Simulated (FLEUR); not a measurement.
Runs of FLEUR MaX-R8.1 (later development tree) on Pb. The structure is cubic, space group Fm-3m (No. 225). Conventional cell: a = 4.950 Å, b = 4.950 Å, c = 4.950 Å, α = 90.00°, β = 90.00°, γ = 90.00°. Pb (site symmetry m-3m) is surrounded by 12 Pb at 3.50 Å. 

```csv
task,level,spin,cell,k mesh,max iterations,mixing factor,mixer,mixer history,density convergence,gap on the mesh (eV),V0 of scaled cells (Å³/atom),B0 (GPa)
equation of state,PBEsol,off,as given,9 × 9 × 9,-,-,-,-,-,-,29.96,(a)
single point,PBEsol,off,cell strained at random at fixed volume,9 × 9 × 9,60,0.05,Anderson,15,1e-05 me/bohr^3,none,-,-
equation of state,SCAN,off,as given,9 × 9 × 9,-,-,-,-,-,-,30.68,46
single point,PBEsol,off,as given,9 × 9 × 9,60,0.05,Anderson,15,1e-05 me/bohr^3,none,-,-
```

Alike in all rows: potentials or basis all-electron, FLAPW; smearing fermi-dirac 0.05 eV; kmax 4.1 1/bohr.

Estimate the missing entries.

(a) 49.

Caveats: the meta-GGA is that of a development version, with a GGA for the radial functions and cores and without core tails (some runs).

A k mesh can miss the band edges, and the runs leave out spin-orbit coupling on Pb.

A gap of «none» marks a metal or a gap under the smearing width.
